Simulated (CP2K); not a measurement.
Runs of CP2K 2026.2 on As. Symmetry: R-3m, No. 166, trigonal system. Conventional cell: a = 3.762 Å, b = 3.762 Å, c = 10.542 Å, α = 90.00°, β = 90.00°, γ = 120.00°. As (site symmetry 3m) is surrounded by 3 As at 2.51 Å. 

```tsv
level	potentials or basis	smearing	EPS_DEFAULT	NGRIDS	basis sets	potentials	points a segment of the path (NPOINTS)	gap on the mesh (eV)	pressure (GPa)	largest force (eV/Å)
PBEsol	POTENTIAL_UZH As GTH-PBE-q5; TZVP-MOLOPT-PBE-GTH basis	fermi-dirac 0.01 eV	1.0E-10	4	As TZVP-MOLOPT-PBE-GTH-q5	As GTH-PBE-q5 of POTENTIAL_UZH	6	none	2.7	(a)
TB-mBJ	POTENTIAL_UZH As GTH-PBE-q5; TZVP-MOLOPT-PBE-GTH basis	fermi-dirac 0.0259 eV	1.0E-10	5	As TZVP-MOLOPT-PBE-GTH-q5	As GTH-PBE-q5 of POTENTIAL_UZH	6	none	-	-
LDA	GTH_POTENTIALS As GTH-PADE-q5; TZVP-MOLOPT-PBE-GTH basis	fermi-dirac 0.0259 eV	1.0E-10	5	As TZVP-MOLOPT-PBE-GTH-q5	As GTH-PADE-q5 of GTH_POTENTIALS	8	none	(b)	0.27
r2SCAN	POTENTIAL_UZH As GTH-SCAN-q5; TZVP-MOLOPT-SCAN-GTH basis	fermi-dirac 0.1 eV	1.0E-9	5	As TZVP-MOLOPT-SCAN-GTH-q5	As GTH-SCAN-q5 of POTENTIAL_UZH	6	none	0.9	0.09
```

Alike in all rows: task band structure; no spin polarisation; cell as given; k mesh 9 × 9 × 9.

Problem. Fill in the values left out.

Solution. (a) 0.64; (b) -1.2.

Caveats: the basis of atomic orbitals isn't converged, which shifts pressures, moduli and gaps; the potentials were made for another functional, which shifts forces and pressure (some runs); this is a model potential without an energy functional, so only levels have meaning (some runs).

A k mesh can miss the band edges, and the runs leave out spin-orbit coupling on As.

A gap of «none» marks a metal or a gap under the smearing width.

Runs at the PBE level aren't shown here.
